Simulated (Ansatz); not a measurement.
# NaCl (Pm-3m): an equation of state far from equilibrium

One table from this session's results is given with a row withheld; the runs are named, their logs left out.

Program: Ansatz 0.2.0. Level of theory: DFT PBEsol, scalar-relativistic, plane waves, PAW. These are calculated values, not measurements.

### The structure to begin with

It takes space group Pm-3m (No. 221, cubic). The conventional cell has a = 3.446 Å, b = 3.446 Å, c = 3.446 Å, α = 90.00°, β = 90.00°, γ = 90.00°. Around Na (site symmetry m-3m) lie 8 Cl at 2.98 Å. Around Cl (site symmetry m-3m) lie 8 Na at 2.98 Å.

Coordinates:

```xyz
2
Lattice="3.4465 0.0000 0.0000 0.0000 3.4465 0.0000 0.0000 0.0000 3.4465" Properties=species:S:1:pos:R:3 pbc="T T T"
Na    0.0000    0.0000    0.0000
Cl    1.7232    1.7232    1.7232
```

This cell comes from an earlier session at PBEsol: 20.469 Å³/atom at 0.01 GPa, on a 8×8×8 mesh.

Set-up of the first run:

Contents of input.yaml:

```yaml
crystal:
  lattice:
    - [3.3999137513, 0.0, 0.0]
    - [0.0, 3.3999137513, 0.0]
    - [0.0, 0.0, 3.3999137513]
  atoms:
    - { symbol: Na, position: [0.0, 0.0, 0.0] }
    - { symbol: Cl, position: [0.5, 0.5, 0.5] }
basis:
  ecutwfc: 420
  ecutrho_ratio: 4
kpoints:
  mp_grid: { grid: [8, 8, 8] }
hamiltonian:
  xc: pbesol
scf:
  occupations: { method: gaussian, width: 0.05 }
output:
  forces: true
  stress: true
  eigenvalues: true
```

Launch:

```
$ ansatz run input.yaml --threads 1 --pin off --max-ram 2560MiB --backend cpu --events-out ev --progress --plain --runs-dir out
```

Steps of the session up to this table: Volume × 0.96; Volume × 1.04; Volume × 0.92; Volume × 0.88; Volume × 0.84; Volume × 0.8; Volume × 0.76; Volume × 0.72.

One of the session's tables, all rows but one given; the rest of the session is left out.

```
volume (Å³/atom)  energy above the lowest (meV/atom)  pressure (GPa)  gap on the mesh (eV)
          14.738                               267.8            20.4                  4.91
          15.557                               177.8            15.0                  5.04
          16.375                               112.2            10.8                  4.93
          17.194                                65.5             7.6                  4.69
          18.013                                33.8             5.0                  4.48
          18.832                                   ?               ?                     ?
          19.651                                 3.2             1.3                  4.14
          20.469                                 0.0             0.0                  4.00
          21.288                                 2.7            -1.0                  3.87
```

Estimate the missing values for volume (Å³/atom) = 18.832.

Worked estimate for «energy above the lowest (meV/atom)». A straight line through the neighbours (18.013, 33.8) and (19.651, 3.2) gives 33.8 + (3.2 − 33.8) × (18.832 − 18.013) / (19.651 − 18.013) = 18.5; a parabola fitted to 4 rows on both sides gives 13.7.

As computed: energy above the lowest (meV/atom): 13.9; pressure (GPa): 2.9; gap on the mesh (eV): 4.30. In «energy above the lowest (meV/atom)» the line misses by +4.6 and the parabola by -0.2.

To keep in mind: Other structures may be lower in enthalpy at these pressures.
